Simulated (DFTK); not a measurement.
MgS (Niningerite), 2 atoms in the cell. The structure is cubic, space group Fm-3m (No. 225). Conventional cell: a = 5.203 Å, b = 5.203 Å, c = 5.203 Å, α = 90.00°, β = 90.00°, γ = 90.00°. Around S (site symmetry m-3m) lie 6 Mg at 2.60 Å. Mg (site symmetry m-3m) is surrounded by 6 S at 2.60 Å. 

```yaml
Program: DFTK 0.8.2
Task: single point
Functional: PBEsol
Potentials_or_basis: dojo.nc.sr.pbesol.v0_4_1.standard.upf (PBEsol)
Cutoff: 1143 eV
k_mesh: 9 × 9 × 9
Occupations: fermi-dirac, width 0.05 eV
Spin: no spin polarisation
Valence_electrons: Mg 10, S 6
SCF_tolerance_on_the_density: 1e-06
```

Potentials or basis: dojo.nc.sr.pbesol.v0_4_1.standard.upf (PBEsol).

Command:

```bash
$ julia --threads=1 run.jl  # save.jl only writes the numbers to a file and isn't shown; printed stress counts tension as positive; times include loading and compiling
```

Hardware: 1 thread of Intel(R) Xeon(R) 6975P-C (Granite Rapids) (shared host).

Question: Estimate the wall time of this run.

Answer: Wall time 80 s on 1 thread of Intel(R) Xeon(R) 6975P-C (Granite Rapids), with other jobs on the host, peak memory 1.7 GiB. Counts: scf iterations 9, k points 35, plane waves 3119, bands 13.
